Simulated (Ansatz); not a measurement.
`CCCCOC(C)(C)C` + H₂O → `CCCCO` + `CC(C)(C)O`  (formal hydrolysis of a C–O bond)

Program: Ansatz. Geometries: PBE0-D4/def2-TZVP. ΔE: electronic, gas phase. CCSD(T)/CBS adds triple-zeta CCSD(T) − MP2 to the extrapolated MP2 energy (def2 sets, frozen cores). This one scheme is used for every species. DFT in def2-TZVPP. HSE06 is defined as in plane-wave codes. Each species was taken in one conformer, which may not be the lowest.

**Question.** Is it downhill or uphill in electronic energy at CCSD(T)/CBS, and by how much? (Best estimate.)

**Answer.** The calculation gave: Uphill: ΔE = +12.1 kJ/mol.

**Question.** What do these levels give: BLYP-D4, r2SCANh-D4, r2SCAN0-D4, CAM-B3LYP-D4, PBE-QIDH, PBE, r2SCAN, PBE0, HSE06, HF/def2-SVP, CCSD/def2-SVP, HF/CBS(def2)? (An estimate is asked.)

**Answer.** Computed: BLYP-D4 9.2, r2SCANh-D4 7.1, r2SCAN0-D4 7.3, CAM-B3LYP-D4 7.6, PBE-QIDH 6.4, PBE -2.7, r2SCAN 2.9, PBE0 -1.6, HSE06 -1.7, HF/def2-SVP -7.8, CCSD/def2-SVP 5.9, HF/CBS(def2) -7.7 kJ/mol.

Largest T1 diagnostic among the species: 0.010.

At CCSD(T), def2-SVP lies −3.7 kJ/mol from the extrapolated value and def2-TZVPP −0.6 kJ/mol. In def2-TZVPP, CCSD(T) changes the Hartree–Fock value by +19.3 kJ/mol (the triples alone add +3.1 kJ/mol) and MP2 by +22.7 kJ/mol. Leaving LDA and LC-ωPBE aside and taking each functional with its dispersion term where it has one, the values, not all of them listed here, spread over 8.0 kJ/mol, from B2PLYP to revPBE-D4. LDA lies +12.5 kJ/mol from PBE without D4.
